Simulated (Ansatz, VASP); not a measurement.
**Ta in VASP and in Ansatz**

The input INCAR:

```
SYSTEM = Ta
PREC = Accurate
ENCUT = 520
EDIFF = 1E-6
ISMEAR = 0
SIGMA = 0.15
LREAL = .False.
LASPH = .True.
NELM = 60
ALGO = Fast
ISIF = 2
LWAVE = .False.
LCHARG = .False.
GGA = PE
NBANDS = 12
```

The input KPOINTS:

```
regular mesh
0
Gamma
  20 20 20
  0 0 0
```

The input POSCAR:

```
Ta
1.0
   -1.6925620000      1.6925620000      1.6925620000
    1.6925620000     -1.6925620000      1.6925620000
    1.6925620000      1.6925620000     -1.6925620000
Ta
1
Direct
    0.0000000000      0.0000000000      0.0000000000
```

Input for Ansatz:

```yaml
crystal:
  lattice:
    - [-1.692562, 1.692562, 1.692562]
    - [1.692562, -1.692562, 1.692562]
    - [1.692562, 1.692562, -1.692562]
  atoms:
    - { symbol: Ta, position: [0.0, 0.0, 0.0] }
basis:
  ecutwfc: 420
kpoints:
  mp_grid: { grid: [20, 20, 20] }
hamiltonian:
  xc: pbe
scf:
  occupations: { method: gaussian, width: 0.15 }
output:
  forces: true
  stress: true
  eigenvalues: true
```

Change from the starting cell: strain +0.025 along x and y, +0.025 along z, atoms carried along.

Alike in both runs: task single point; functional PBE; k mesh 20 × 20 × 20; occupations gaussian, width 0.15 eV; no spin polarisation.

```csv
,VASP,Ansatz
version,VASP 6.6.1,Ansatz 0.2.0
potentials or method,"VASP PAW PBE potentials, release 64 (Ta_pv)","scalar-relativistic, plane waves, PAW"
plane-wave cutoff (eV),520,420
valence electrons in the cell,11,13
```

|  | VASP | Ansatz | Ansatz less VASP |
| --- | --- | --- | --- |
| gap on the k mesh at the Fermi level (eV) | none | none | - |
| pressure (GPa) | -10.3 | -10.3 | -0.01 |

A gap of «none» marks a metal or a gap that the smearing closes. The two sets of potentials don't hold the same shells in valence.

The runs have no spin-orbit coupling, so splittings on Ta are missing.
